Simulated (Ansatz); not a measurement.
# Rb (Pnma) in Ansatz: reference runs

Reference runs on Rb: the cell as given and a disturbed copy.

Everything below comes from runs of Ansatz 0.2.0. Logs are shortened: lines on timing, memory, paths and dates and some standing lists are left out, and cuts for length are marked.

### Step 1. Starting point

Symmetry: Pnma, No. 62, orthorhombic system. Conventional cell: a = 5.740 Å, b = 4.640 Å, c = 12.380 Å, α = 90.00°, β = 90.00°, γ = 90.00°. Around Rb (site symmetry m) lie 2 Rb at 3.56 Å.

This isn't the form of Rb at room conditions, which is bcc.

### Step 2. Single point, PBE

input.yaml

```yaml
crystal:
  lattice:
    - [5.74, 0.0, 0.0]
    - [0.0, 4.64, 0.0]
    - [0.0, 0.0, 12.38]
  atoms:
    - { symbol: Rb, position: [0.953, 0.75, 0.107] }
    - { symbol: Rb, position: [0.547, 0.25, 0.607] }
    - { symbol: Rb, position: [0.453, 0.75, 0.393] }
    - { symbol: Rb, position: [0.047, 0.25, 0.893] }
hamiltonian:
  xc: pbe
  pseudopotentials: { kind: paw }
kpoints:
  mp_grid: { grid: [5, 6, 3] }
scf:
  occupations: { method: fermi_dirac, width: 0.05 }
output:
  forces: true
  stress: true
  eigenvalues: true
```

Potentials or basis: Ansatz PAW.

Run with:

```sh
> ansatz run input.yaml --threads 2 --pin off --max-ram 5120MiB --backend cpu --events-out ev --progress --plain --runs-dir out
```

Output:

```text
Warning: RAYON_NUM_THREADS=2 ignored (pool sized by the plan → 2); use --threads N
Engine: ansatz 0.2.0, aarch64-unknown-linux-gnu
Pseudopotentials: kind: paw
Pseudopotential: Rb, paw, valence charge 9, recommended cutoff 420 eV (normal), Rb.paw.azcp
Functional definition: PBE
  parameter kappa = 0.804
  parameter beta = 0.06672455060314922
  exchange = pbe_x(kappa = kappa, mu = beta*pi^2/3)
  correlation = pbe_c(beta = beta)
Crystal: 4 atoms, lattice volume = 329.724 Å³
Basis set: ecut = 420 eV, 6489 PW (Γ), exchange–correlation on 80×64×180 points (8 copies of the dense FFT grid, shifted against one another)
Bands: 22, of which v1, the nominal top of the filled ones, is band 18 counted from 1 (17 counted from 0)
Symmetry: 8 space group operations
Space group: Pnma (ITA 62), of the structure as read, at distance tolerance 6.9e-5 Å
k-points: 24 of 90
Non-local potential: Rb, projectors of the file, l = 0: 3, l = 1: 2, l = 2: 2
PAW form: soft (Blöchl's): semilocal exchange-correlation on the pseudo side does not see the compensation charge
PAW one-centre angular grid: Rb, 110 points (default); XC on 64 Gauss nodes
Initial density: superposition of atomic densities (neutral atoms: chi_scale 0, normalization atom), corrected by the library's trained network
Initial wavefunctions: pseudopotential atomic-orbital guess
Functional: x = pbe(κ = 0.804, μ = 0.2195149727645171), c = pbe(β = 0.06672455060314922)
SCF iter   1: F=—  HF=-13067.986193 eV  |F-HF|=—  |Δ(HF+E_count)|=         —  Δρ=1.01e-3  dr2=1.10e-2  ethr=1.77e-3  ⟨swp⟩=8.9  Hψ=2770  notcnv=0
preconditioner: auto → Kerker (q_TF=auto, 1.886 Å⁻¹)  [metal: Δε(μ)=0.034 eV  Ē_g=1.595 eV  σ=0.050 eV  W_gap=0.17  n_scr=42 (ndim 8)  ℏωp=4.1 eV  f_vac=0.000  D(μ)=5.61/eV (n_scr^D=30)]
SCF iter   2: F=—  HF=-13067.988463 eV  |F-HF|=—  |Δ(HF+E_count)|=   2.27e-3  Δρ=7.52e-4  dr2=7.06e-3  ethr=3.04e-5  ⟨swp⟩=2.1  Hψ=993  notcnv=0
SCF iter   3: F=—  HF=-13067.988958 eV  |F-HF|=—  |Δ(HF+E_count)|=   4.95e-4  Δρ=3.10e-4  dr2=1.34e-3  ethr=1.96e-5  ⟨swp⟩=1.9  Hψ=581  notcnv=0
SCF iter   4: F=—  HF=-13067.988899 eV  |F-HF|=—  |Δ(HF+E_count)|=   5.93e-5  Δρ=1.60e-4  dr2=9.45e-5  ethr=3.73e-6  ⟨swp⟩=2.0  Hψ=602  notcnv=0
SCF iter   5: F=—  HF=-13067.988981 eV  |F-HF|=—  |Δ(HF+E_count)|=   8.22e-5  Δρ=4.21e-5  dr2=1.36e-5  ethr=2.63e-7  ⟨swp⟩=3.0  Hψ=936  notcnv=0
SCF iter   6: F=—  HF=-13067.988991 eV  |F-HF|=—  |Δ(HF+E_count)|=   1.05e-5  Δρ=1.49e-5  dr2=8.96e-7  ethr=3.77e-8  ⟨swp⟩=2.9  Hψ=908  notcnv=0
SCF iter   7: F=-13067.988992 eV  HF=-13067.988992 eV  |F-HF|=4.59e-8  |Δ(HF+E_count)|=   5.39e-7  Δρ=2.97e-6  dr2=6.42e-8  ethr=2.78e-10  ⟨swp⟩=5.4  Hψ=2866  notcnv=0
SCF 1 converged in 7 iterations: F = -13067.988992 eV  dr2 = 6.42e-8
SCF converged after 7 iterations
Free energy (F): -13067.988992 eV
Harris-Foulkes:  -13067.988992 eV  (|F-HF|=4.59e-8)
Internal energy: -13067.945023 eV  (E = F + TS)
E sigma→0 (E₀):  -13067.967007 eV
Entropy (-TS):   -0.043969 eV (-10.992 meV/atom)
Fermi energy:    2.478849 eV
--- Per-component energies (eV) ---
  E_band       = -471.941176
  E_kinetic    = 764.812566
  E_local      = -2927.566617  (includes V_loc(G=0)·N_el)
  E_nonlocal   = 695.730132
  E_hartree    = 842.519193
  E_xc         = -517.917072
  E_vxc        = -541.873579  (∫ρ·V_xc dr)
  E_paw        = -10472.299582  (= ΣΔE_a)
  E_vpaw       = -148.081376  (= ΣTr[D̂ρ^β])
  E_aug_tail   = -0.000004  (compensation charges beyond the density's cutoff)
  E_ewald      = -1453.223639
  E_smearing   = -0.043969  (= −TS)
  E_closure    = -0.000000  (closes the sum)
  Σ components = -13067.988992   (vs F -13067.988992, Δ=0.00e0)
--- Forces (eV/Å), atoms counted from 1 ---
  atom   1  Rb    -0.19951792    -0.00000000     0.73837886
  atom   2  Rb     0.19951792    -0.00000000     0.73837886
  atom   3  Rb    -0.19951792     0.00000000    -0.73837886
  atom   4  Rb     0.19951792     0.00000000    -0.73837886
  max |Σ_I F_I| component: 2.22e-16 eV/Å
--- Stress (GPa, compression-positive) ---
       -0.496007      -0.000000       0.000000
       -0.000000       1.798958       0.000000
        0.000000       0.000000       2.093862
  P = ⅓ Tr σ = 1.1323 GPa (11.323 kbar)
--- Band table (eV; the first three rows and the last of 24) ---
  k-point 0: bands = ["-26.9348", "-26.9299", "-26.8374", "-26.8324", "-11.3302", "-11.2697", "-11.1342", "-11.1239", "-11.0014", "-10.9660", "-10.8667", "-10.8285", "-10.8164", "-10.7827", "-10.7712", "-10.7464", "0.3392", "1.4628", "1.6009", "3.2039", "3.7818", "3.8847"]
  k-point 1: bands = ["-26.9336", "-26.9312", "-26.8361", "-26.8336", "-11.3166", "-11.2866", "-11.1317", "-11.1266", "-10.9936", "-10.9759", "-10.8571", "-10.8376", "-10.7961", "-10.7798", "-10.7740", "-10.7619", "0.4828", "0.8964", "2.2709", "2.9135", "3.8840", "4.0261"]
  k-point 2: bands = ["-26.9272", "-26.9224", "-26.8429", "-26.8379", "-11.3333", "-11.2781", "-11.1985", "-11.1791", "-10.9894", "-10.9538", "-10.8727", "-10.8353", "-10.7959", "-10.7877", "-10.7776", "-10.7267", "0.5973", "1.7039", "1.7923", "3.4832", "3.8941", "4.0191"]
  k-point 23: bands = ["-26.8801", "-26.8801", "-26.8786", "-26.8786", "-11.3355", "-11.3355", "-11.3280", "-11.3280", "-10.9215", "-10.9215", "-10.9111", "-10.9111", "-10.7634", "-10.7634", "-10.7539", "-10.7539", "2.9607", "2.9607", "3.1457", "3.1457", "3.5601", "3.5601"]
```

It took 3.4 s on 2 threads of Arm Neoverse V2, shared host; peak memory 0.51 GiB.

What came out:

| Property | Result |
| --- | --- |
| Free energy | -13067.9890 eV |
| Pressure | 1.1 GPa |
| Largest force | 0.765 eV/Å |
| Band gap on the k mesh | none (metal or under the smearing width) |

Forces on the atoms (eV/Å):
```
Rb  -0.200  0.000  0.738
Rb   0.200  0.000  0.738
Rb  -0.200  0.000 -0.738
Rb   0.200  0.000 -0.738
```

Levels at points of the mesh, in eV from the Fermi level:
| k point | band 15 | band 16 | band 17 | band 18 | band 19 | band 20 | band 21 | band 22 |
| --- | --- | --- | --- | --- | --- | --- | --- | --- |
| (0.00, 0.00, 0.00) | -13.25 | -13.23 | -2.14 | -1.02 | -0.88 | 0.73 | 1.30 | 1.41 |
| (0.00, -0.50, 0.00) | -13.22 | -13.22 | -0.15 | -0.15 | 0.63 | 0.63 | 0.79 | 0.79 |

### Step 3. Single point, PBE (atoms moved at random, drawn with an rms of 0.05 Å)

input.yaml

```yaml
crystal:
  lattice:
    - [5.74, 0.0, 0.0]
    - [0.0, 4.64, 0.0]
    - [0.0, 0.0, 12.38]
  atoms:
    - { symbol: Rb, position: [0.955047, 0.753442, 0.108478] }
    - { symbol: Rb, position: [0.538251, 0.257902, 0.606417] }
    - { symbol: Rb, position: [0.449986, 0.752572, 0.392164] }
    - { symbol: Rb, position: [0.034416, 0.252539, 0.895138] }
hamiltonian:
  xc: pbe
  pseudopotentials: { kind: paw }
kpoints:
  mp_grid: { grid: [5, 6, 3] }
scf:
  occupations: { method: fermi_dirac, width: 0.05 }
output:
  forces: true
  stress: true
  eigenvalues: true
  write_density: true
  write_potential: true
  elf: true
  volumetric_format: npy
```

Potentials or basis: Ansatz PAW.

Run with:

```sh
> ansatz run input.yaml --threads 2 --pin off --max-ram 5120MiB --backend cpu --events-out ev --progress --plain --runs-dir out
```

Output:

```text
Warning: RAYON_NUM_THREADS=2 ignored (pool sized by the plan → 2); use --threads N
[... 8 set-up lines as earlier in the session ...]
Crystal: 4 atoms, lattice volume = 329.724 Å³
Basis set: ecut = 420 eV, 6489 PW (Γ), exchange–correlation on 80×64×180 points (8 copies of the dense FFT grid, shifted against one another)
Bands: 22, of which v1, the nominal top of the filled ones, is band 18 counted from 1 (17 counted from 0)
Symmetry: 1 space group operations
Space group: P1 (ITA 1), of the structure as read, at distance tolerance 6.9e-5 Å
k-points: 46 of 90 (time reversal used)
[... 6 set-up lines as earlier in the session ...]
SCF iter   1: F=—  HF=-13067.959264 eV  |F-HF|=—  |Δ(HF+E_count)|=         —  Δρ=9.57e-4  dr2=8.73e-3  ethr=1.77e-3  ⟨swp⟩=8.9  Hψ=5337  notcnv=0
[... 18 lines left out ...]
  E_kinetic    = 764.836925
  E_local      = -2930.884894  (includes V_loc(G=0)·N_el)
  E_nonlocal   = 695.742634
  E_hartree    = 844.033223
  E_xc         = -517.925308
  E_vxc        = -541.885366  (∫ρ·V_xc dr)
  E_paw        = -10472.301679  (= ΣΔE_a)
  E_vpaw       = -148.083142  (= ΣTr[D̂ρ^β])
  E_aug_tail   = -0.000004  (compensation charges beyond the density's cutoff)
  E_ewald      = -1451.419643
  E_smearing   = -0.043865  (= −TS)
  E_closure    = 0.000000  (closes the sum)
  Σ components = -13067.962610   (vs F -13067.962610, Δ=0.00e0)
--- Forces (eV/Å), atoms counted from 1 ---
  atom   1  Rb    -0.17895238    -0.00204347     0.75877255
  atom   2  Rb     0.18508502    -0.01151975     0.75140202
  atom   3  Rb    -0.18357477     0.01284070    -0.73771890
  atom   4  Rb     0.17744151     0.00072281    -0.77245554
  max |Σ_I F_I| component: 6.16e-7 eV/Å
--- Stress (GPa, compression-positive) ---
       -0.523877      -0.002545       0.033753
       -0.002545       1.830888      -0.023481
        0.033753      -0.023481       2.131892
  P = ⅓ Tr σ = 1.1463 GPa (11.463 kbar)
--- Band table (eV; the first three rows and the last of 46) ---
  k-point 0: bands = ["-26.9502", "-26.9344", "-26.8477", "-26.8359", "-11.3448", "-11.2812", "-11.1555", "-11.1305", "-11.0124", "-10.9734", "-10.8733", "-10.8335", "-10.8226", "-10.7882", "-10.7750", "-10.7499", "0.3404", "1.4645", "1.6014", "3.1955", "3.7710", "3.8782"]
  k-point 1: bands = ["-26.9499", "-26.9348", "-26.8472", "-26.8363", "-11.3321", "-11.2970", "-11.1547", "-11.1314", "-11.0055", "-10.9827", "-10.8637", "-10.8419", "-10.8028", "-10.7860", "-10.7779", "-10.7643", "0.4839", "0.8978", "2.2704", "2.9088", "3.8783", "4.0209"]
  k-point 2: bands = ["-26.9423", "-26.9268", "-26.8535", "-26.8415", "-11.3486", "-11.2902", "-11.2181", "-11.1879", "-11.0001", "-10.9611", "-10.8797", "-10.8403", "-10.8009", "-10.7932", "-10.7804", "-10.7303", "0.5985", "1.7058", "1.7924", "3.4777", "3.8894", "4.0102"]
  k-point 45: bands = ["-26.9417", "-26.9270", "-26.8528", "-26.8419", "-11.3314", "-11.3097", "-11.2140", "-11.1905", "-11.0030", "-10.9877", "-10.8738", "-10.8649", "-10.7933", "-10.7868", "-10.7630", "-10.7490", "1.5522", "1.8819", "2.5244", "2.7857", "3.0884", "3.5272"]
```

Wall time 14 s (2 threads of Arm Neoverse V2, shared host); peak memory 0.59 GiB.

What came out:

```
Free energy            : -13067.9626 eV
Pressure               : 1.1 GPa
Largest force          : 0.793 eV/Å
Band gap on the k mesh : none (metal or under the smearing width)
```

Forces on the atoms (eV/Å):
```
Rb  -0.179 -0.002  0.759
Rb   0.185 -0.012  0.751
Rb  -0.184  0.013 -0.738
Rb   0.177  0.001 -0.772
```
